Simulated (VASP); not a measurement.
Runs of VASP 6.6.1 on SnO2. The structure is orthorhombic, space group Imma (No. 74). Conventional cell: a = 6.498 Å, b = 6.829 Å, c = 6.828 Å, α = 90.00°, β = 90.00°, γ = 90.00°. Sn (site symmetry 2/m) has 6 O at 2.09 Å as nearest neighbours. Sn (site symmetry mm2) is surrounded by 6 O at 2.09 to 2.10 Å. O (site symmetry m) is surrounded by 3 Sn at 2.09 to 2.10 Å. O (site symmetry m) is surrounded by 3 Sn at 2.09 Å. The cell is a database's computed one.

| task | level | potentials or basis | k mesh | smearing | further INCAR settings | gap on the mesh (eV) | pressure (GPa) | largest force (eV/Å) |
| --- | --- | --- | --- | --- | --- | --- | --- | --- |
| electric field gradients | PBE | VASP PAW PBE potentials, release 64 (Sn_d, O) | 5 × 5 × 5 | gaussian 0.02 eV | ALGO = Normal; EDIFF = 1e-08 | 0.62 | -0.2 | 0.06 |
| optical spectrum | PBE | VASP PAW PBE potentials, release 64 (Sn_d, O) | 5 × 5 × 5 | gaussian 0.02 eV | ALGO = Fast; EDIFF = 1e-07; NBANDS = 76 | 0.62 | -0.2 | 0.06 |
| dielectric tensor | PBEsol | VASP PAW PBE potentials, release 64 (Sn_d, O) | 4 × 4 × 4 | gaussian 0.02 eV | ALGO = Fast; EDIFF = 1e-08 | (a) | - | - |
| band structure | LDA | VASP PAW LDA potentials, release 64 (Sn_d, O) | 5 × 5 × 5 | fermi-dirac 0.05 eV | ALGO = Fast; EDIFF = 1e-06 | 0.51 | (b) | 0.13 |
| band structure | PBE | VASP PAW PBE potentials, release 64 (Sn_d, O) | 5 × 5 × 5 | fermi-dirac 0.05 eV | ALGO = Fast; EDIFF = 1e-06 | 0.61 | -0.3 | 0.06 |

Alike in all rows: no spin polarisation; cell as given; cutoff (eV) 520.

Fill in the values left out.

(a) 0.52; (b) -10.6.

Caveats: spin-orbit coupling is left out, which moves the levels of the heavy elements; an odd mesh through Γ misses points on the zone boundary, where band edges often lie (some runs); the gap is small at this level, which inflates the dielectric constant (some runs); the PAW data sets were made with another functional, which shifts forces and pressure a little (some runs).

A k mesh can miss the band edges, and the runs leave out spin-orbit coupling on Sn.

Not every run made on this cell is shown here.
